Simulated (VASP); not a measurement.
Here is a VASP 6.6.1 calculation.

File INCAR:

```
SYSTEM = Ti
PREC = Accurate
ENCUT = 520
EDIFF = 1E-6
ISMEAR = 0
SIGMA = 0.15
LREAL = .False.
LASPH = .True.
NELM = 100
ALGO = Fast
ISIF = 2
LWAVE = .False.
LCHARG = .True.
GGA = PS
LELF = .True.
LVHAR = .True.
NBANDS = 12
```

Contents of KPOINTS:

```
regular mesh
0
Gamma
  22 22 22
  0 0 0
```

Contents of POSCAR:

```
Ti
1.0
    1.0741413785      2.6853534462      2.6853534462
    2.6853534462      1.0741413785      2.6853534462
    2.6853534462      2.6853534462      1.0741413785
Ti
1
Direct
    0.0000000000      0.0000000000      0.0000000000
```

Potentials or basis: VASP PAW PBE potentials, release 64 (Ti_sv).

Run with:

```sh
$ cat potpaw_PBE.64/Ti_sv/POTCAR > POTCAR
$ mpirun -np 1 vasp_std > vasp.out
```

Task: Estimate the pressure.

Result: 27.0 GPa.

Task: What does it give for the band gap on the k mesh?

Result: None (metal or under the smearing width).

Stress tensor (GPa, compression positive):
```
 26.99 -26.99 -26.99
-26.99  26.99 -26.99
-26.99 -26.99  26.99
```

Caveat: so large a pressure means that the cell lies far from this level's equilibrium, or that cutoff or potentials fall short; the potentials were made for another functional, which shifts forces and pressure.
